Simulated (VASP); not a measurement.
# Si (Fd-3m) in VASP: a series of runs

Aim: see how the results for Si move with the level of theory and the settings. Levels: LDA, PBE. Tasks: band structure, G0W0 quasiparticle levels.

Program: VASP 6.6.1. These are calculated values, not measurements. Logs are shortened: lines on timing, memory, paths and dates and some standing lists are left out, and cuts for length are marked.

## Step 1: The crystal as given

The structure is cubic, space group Fd-3m (No. 227). The conventional cell has a = 5.444 Å, b = 5.444 Å, c = 5.444 Å, α = 90.00°, β = 90.00°, γ = 90.00°. Around Si (site symmetry -43m) lie 4 Si at 2.36 Å.

## Step 2: Band structure, LDA, non-collinear spin, zero start (volume scaled by 0.8)

The input, POSCAR:

```
Si
1.0
    0.0000000000      2.5267428148      2.5267428148
    2.5267428148      0.0000000000      2.5267428148
    2.5267428148      2.5267428148      0.0000000000
Si
2
Direct
    0.5000000000      0.5000000000      0.5000000000
    0.7500000000      0.7500000000      0.7500000000
```

The input, INCAR.step1:

```
PREC = Accurate
ENCUT = 600
EDIFF = 1E-6
ISMEAR = 0
SIGMA = 0.05
LREAL = False
LASPH = False
NELM = 100
ALGO = Fast
ISIF = 2
LWAVE = False
LCHARG = True
LNONCOLLINEAR = True
MAGMOM = 0 0 0 0 0 0
LORBIT = 11
GGA = CA
NBANDS = 20
```

The input, KPOINTS.step1:

```
regular mesh
0
Monkhorst-Pack
  6 6 6
```

The input, INCAR.step2:

```
PREC = Accurate
ENCUT = 600
EDIFF = 1E-6
ISMEAR = 0
SIGMA = 0.05
LREAL = False
LASPH = False
NELM = 100
ALGO = Fast
ISIF = 2
LWAVE = False
LCHARG = False
LNONCOLLINEAR = True
MAGMOM = 0 0 0 0 0 0
LORBIT = 11
GGA = CA
NBANDS = 20
ICHARG = 11
```

The input, KPOINTS.step2:

```
path GXWKGLUWLK,UX
20
line-mode
reciprocal
 0.0000000000  0.0000000000  0.0000000000  G
 0.5000000000  0.0000000000  0.5000000000  X

 0.5000000000  0.0000000000  0.5000000000  X
 0.5000000000  0.2500000000  0.7500000000  W

 0.5000000000  0.2500000000  0.7500000000  W
 0.3750000000  0.3750000000  0.7500000000  K

 0.3750000000  0.3750000000  0.7500000000  K
 0.0000000000  0.0000000000  0.0000000000  G

 0.0000000000  0.0000000000  0.0000000000  G
 0.5000000000  0.5000000000  0.5000000000  L

 0.5000000000  0.5000000000  0.5000000000  L
 0.6250000000  0.2500000000  0.6250000000  U

 0.6250000000  0.2500000000  0.6250000000  U
 0.5000000000  0.2500000000  0.7500000000  W

 0.5000000000  0.2500000000  0.7500000000  W
 0.5000000000  0.5000000000  0.5000000000  L

 0.5000000000  0.5000000000  0.5000000000  L
 0.3750000000  0.3750000000  0.7500000000  K

 0.6250000000  0.2500000000  0.6250000000  U
 0.5000000000  0.0000000000  0.5000000000  X
```

Potentials or basis: VASP PAW LDA potentials, release 64 (Si_GW).

The run is started by

```sh
$ cat potpaw_LDA.64/Si_GW/POTCAR > POTCAR
$ cp INCAR.step1 INCAR
$ cp KPOINTS.step1 KPOINTS
$ mpirun -np 1 vasp_ncl > vasp.out
$ cp INCAR.step2 INCAR
$ cp KPOINTS.step2 KPOINTS
$ mpirun -np 1 vasp_ncl > vasp.out
```

OUTCAR:

```text
PREC = Accurate
   ENCUT = 600
   EDIFF = 1E-6
   ISMEAR = 0
   LREAL = False
   LASPH = False
   NELM = 100
   ISIF = 2
   LNONCOLLINEAR = True
   LORBIT = 11
   GGA = CA
   ICHARG = 11

 ion  position               nearest neighbor table
   1  0.500  0.500  0.500-   2 2.19   2 2.19   2 2.19   2 2.19
   2  0.750  0.750  0.750-   1 2.19   1 2.19   1 2.19   1 2.19

  LATTYP: Found a face centered cubic cell.
 ALAT       =     5.0534856296

  Lattice vectors:

 A1 = (   0.0000000000,   2.5267428148,   2.5267428148)
 A2 = (   2.5267428148,   0.0000000000,   2.5267428148)
 A3 = (   2.5267428148,   2.5267428148,   0.0000000000)

Analysis of symmetry for initial positions (statically):
=====================================================================
 Subroutine PRICEL returns:
 Original cell was already a primitive cell.

 Routine SETGRP: Setting up the symmetry group for a
 face centered cubic supercell.

 Subroutine GETGRP returns: Found 48 space group operations
 (whereof 24 operations were pure point group operations)
 out of a pool of 48 trial point group operations.

The static configuration has the point symmetry T_d .
 The point group associated with its full space group is O_h .

Analysis of symmetry for dynamics (positions and initial velocities):
=====================================================================
 Subroutine PRICEL returns:
 Original cell was already a primitive cell.

 Routine SETGRP: Setting up the symmetry group for a
 face centered cubic supercell.

 Subroutine GETGRP returns: Found 48 space group operations
 (whereof 24 operations were pure point group operations)
 out of a pool of 48 trial point group operations.

The dynamic configuration has the point symmetry T_d .
 The point group associated with its full space group is O_h .

Analysis of structural, dynamic, and magnetic symmetry:
=====================================================================
 Subroutine PRICEL returns:
 Original cell was already a primitive cell.

 Routine SETGRP: Setting up the symmetry group for a
 face centered cubic supercell.

 Subroutine GETGRP returns: Found 48 space group operations
 (whereof 24 operations were pure point group operations)
 out of a pool of 48 trial point group operations.

The overall configuration has the point symmetry T_d .
 The point group associated with its full space group is O_h .

 Subroutine INISYM returns: Found 48 space group operations
 (whereof 24 operations are pure point group operations),
[... 119 lines left out ...]
   LEPSILON=     F    determine dielectric tensor
   LRPA    =     F    only Hartree local field effects (RPA)
 RMM-DIIS sequential band-by-band and
 Gauss-broadening in eV      SIGMA  =   0.05
  energy-cutoff  :      600.00
  volume of cell :       32.26
 maximum number of plane-waves:      2188
 NGX is ok and might be reduce to    30

 number of electron       8.0000000 magnetization      -0.0000000      0.0000000     -0.0000000

 Free energy of the ion-electron system (eV)
  ---------------------------------------------------
  ext. energy  EPLUGINS =         0.00000000
  ---------------------------------------------------
  free energy    TOTEN  =       -11.61396266 eV

  energy without entropy =      -11.61238775  energy(sigma->0) =      -11.61317520

 E-fermi :   7.8020     XC(G=0): -10.4318

 val. band max:        7.7966145291   @ k =   0.4211   0.0000   0.4211
 cond. band min:       7.8181786728   @ k =   0.4737   0.0000   0.4737
 fundamental gap:      0.0215641438
 Fermi energy:         7.8019921198

 k-point     1 :       0.0000    0.0000    0.0000
  band No.  band energies     occupation
      1      -5.8156      1.00000
      2      -5.8156      1.00000
      3       7.7672      0.83752
      4       7.7672      0.83752
      5       7.7672      0.83752
      6       7.7672      0.83752
[... 541 lines left out ...]
     19      19.5597      0.00000
     20      19.5603      0.00000

 [... further k-points ...]

------------------------ aborting loop because EDIFF is reached ----------------------------------------

  FORCE on cell =-STRESS in cart. coord.  units (eV):
  Direction    XX          YY          ZZ          XY          YZ          ZX
  --------------------------------------------------------------------------------------
  -------------------------------------------------------------------------------------
  Total        5.6815873      5.6815873      5.6815873     -0.0000000     -0.0000000      0.0000000
  in kB      282.1416164    282.1416164    282.1416164     -0.0000000     -0.0000000      0.0000000
  external PRESSURE =     282.1416164 kB  Pullay stress =       0.0000000 kB

 VOLUME and BASIS-vectors are now :
 -----------------------------------------------------------------------------
  energy-cutoff  :      600.00
  volume of cell :       32.26
      direct lattice vectors                 reciprocal lattice vectors
     0.000000000  2.526742815  2.526742815    -0.197883218  0.197883218  0.197883218
     2.526742815  0.000000000  2.526742815     0.197883218 -0.197883218  0.197883218
     2.526742815  2.526742815  0.000000000     0.197883218  0.197883218 -0.197883218

 POSITION                                       TOTAL-FORCE (eV/Angst)
 -----------------------------------------------------------------------------------
      2.52674      2.52674      2.52674        -0.000000     -0.000000      0.000000
      3.79011      3.79011      3.79011         0.000000      0.000000     -0.000000
 -----------------------------------------------------------------------------------
    total drift:                                0.000000      0.000000      0.000000

  FREE ENERGIE OF THE ION-ELECTRON SYSTEM (eV)
  ---------------------------------------------------
  free  energy   TOTEN  =       -11.6139626576 eV

  energy  without entropy=      -11.6123877500  energy(sigma->0) =      -11.61317520

 total charge

# of ion       s       p       d       tot
------------------------------------------
    1        0.742   1.102   0.092   1.937
    2        0.742   1.102   0.092   1.937
--------------------------------------------------
tot          1.485   2.205   0.184   3.874

 magnetization (x)

# of ion       s       p       d       tot
------------------------------------------
    1        0.000  -0.000  -0.000   0.000
    2        0.000  -0.000  -0.000  -0.000
--------------------------------------------------
tot          0.000  -0.000  -0.000   0.000

 magnetization (y)

# of ion       s       p       d       tot
------------------------------------------
    1       -0.000   0.000   0.000  -0.000
    2        0.000   0.000   0.000   0.000
--------------------------------------------------
tot         -0.000   0.000   0.000  -0.000

 magnetization (z)

# of ion       s       p       d       tot
------------------------------------------
    1        0.000  -0.000  -0.000   0.000
    2        0.000  -0.000   0.000   0.000
--------------------------------------------------
tot          0.000  -0.000  -0.000   0.000
```

OUTCAR.step1:

```text
PREC = Accurate
   ENCUT = 600
   EDIFF = 1E-6
   ISMEAR = 0
   LREAL = False
   LASPH = False
   NELM = 100
   ISIF = 2
   LNONCOLLINEAR = True
[... 822 lines left out ...]
tot         -0.000   0.000  -0.000  -0.000

 magnetization (y)

# of ion       s       p       d       tot
------------------------------------------
    1       -0.000   0.000   0.000  -0.000
    2       -0.000   0.000   0.000  -0.000
--------------------------------------------------
tot         -0.000   0.000   0.000  -0.000

 magnetization (z)

# of ion       s       p       d       tot
------------------------------------------
    1        0.000  -0.000   0.000  -0.000
    2        0.000   0.000   0.000   0.000
--------------------------------------------------
tot          0.000   0.000   0.000   0.000
```

OSZICAR.step1:

```text
N       E                     dE             d eps       ncg     rms          rms(c)
DAV:   1     0.187393357583E+02    0.18739E+02   -0.32898E+03  1184   0.767E+02
DAV:   2    -0.103642797960E+02   -0.29104E+02   -0.26144E+02  1872   0.152E+02
DAV:   3    -0.117514815415E+02   -0.13872E+01   -0.13609E+01  1524   0.239E+01
DAV:   4    -0.118121967134E+02   -0.60715E-01   -0.60654E-01  1688   0.568E+00
DAV:   5    -0.118139000079E+02   -0.17033E-02   -0.17029E-02  1572   0.102E+00    0.365E+00
RMM:   6    -0.114987555687E+02    0.31514E+00   -0.11467E-01  1561   0.182E+00    0.205E+00
RMM:   7    -0.113704696046E+02    0.12829E+00   -0.19703E-01  1600   0.240E+00    0.205E-01
RMM:   8    -0.113709603437E+02   -0.49074E-03   -0.78615E-03  1701   0.850E-01    0.531E-02
RMM:   9    -0.113710563047E+02   -0.95961E-04   -0.30118E-03  1733   0.338E-01    0.211E-02
RMM:  10    -0.113711387150E+02   -0.82410E-04   -0.44094E-04  1692   0.177E-01    0.288E-02
RMM:  11    -0.113711136171E+02    0.25098E-04   -0.20163E-04  1757   0.111E-01    0.806E-04
RMM:  12    -0.113711197706E+02   -0.61535E-05   -0.59216E-05  1781   0.658E-02    0.131E-03
RMM:  13    -0.113711208533E+02   -0.10827E-05   -0.98799E-06  1599   0.366E-02    0.138E-03
RMM:  14    -0.113711212239E+02   -0.37065E-06   -0.34473E-06  1251   0.241E-02
   1 F= -.11371121E+02 E0= -.11371121E+02  d E =-.249738E-09  mag=     0.0000    -0.0000    -0.0000
```

Run time: 4.6 min. Hardware: 1 thread of Intel Xeon Platinum 8559C (Emerald Rapids), shared host; peak memory 0.37 GiB.

Results:

```yaml
Band_gap_along_the_path: 0.02 eV, indirect (least direct gap 2.59 eV)
Net_moment: 0.00 μB per cell
```

Levels at the corners of the path, in eV from the valence-band top:
```tsv
point	band 4	band 5	band 6	band 7	band 8	band 9	band 10	band 11	band 12	band 13
Γ	0.00	0.00	0.00	0.00	0.00	2.59	2.59	2.59	2.59	2.59
X	-8.60	-3.46	-3.46	-3.46	-3.46	0.12	0.12	0.12	0.12	11.63
X	-8.60	-3.46	-3.46	-3.46	-3.46	0.12	0.12	0.12	0.12	11.63
W	-8.31	-4.89	-4.89	-4.89	-4.89	4.16	4.16	4.16	4.16	5.63
W	-8.31	-4.89	-4.89	-4.89	-4.89	4.16	4.16	4.16	4.16	5.63
K	-7.93	-5.45	-5.45	-2.94	-2.94	0.73	0.73	4.17	4.17	8.32
K	-7.93	-5.45	-5.45	-2.94	-2.94	0.73	0.73	4.17	4.17	8.32
Γ	0.00	0.00	0.00	0.00	0.00	2.59	2.59	2.59	2.59	2.59
Γ	0.00	0.00	0.00	0.00	0.00	2.59	2.59	2.59	2.59	2.59
L	-8.15	-1.39	-1.39	-1.39	-1.39	2.21	2.21	3.13	3.13	3.13
L	-8.15	-1.39	-1.39	-1.39	-1.39	2.21	2.21	3.13	3.13	3.13
U	-7.93	-5.45	-5.45	-2.94	-2.94	0.73	0.73	4.17	4.17	8.32
U	-7.93	-5.45	-5.45	-2.94	-2.94	0.73	0.73	4.17	4.17	8.32
W	-8.31	-4.89	-4.89	-4.89	-4.89	4.16	4.16	4.16	4.16	5.63
W	-8.31	-4.89	-4.89	-4.89	-4.89	4.16	4.16	4.16	4.16	5.63
L	-8.15	-1.39	-1.39	-1.39	-1.39	2.21	2.21	3.13	3.13	3.13
L	-8.15	-1.39	-1.39	-1.39	-1.39	2.21	2.21	3.13	3.13	3.13
K	-7.93	-5.45	-5.45	-2.94	-2.94	0.73	0.73	4.17	4.17	8.32
U	-7.93	-5.45	-5.45	-2.94	-2.94	0.73	0.73	4.17	4.17	8.32
X	-8.60	-3.46	-3.46	-3.46	-3.46	0.12	0.12	0.12	0.12	11.63
```

Moments on the atoms (μB; x, y, z):
```
Si  0.00 0.00 0.00
Si  0.00 0.00 0.00
```

Caveat: the log is that of the step along the path at fixed density, whose energy, stress, charges and moments have no meaning.

(Part 1 of 2 ends here.)
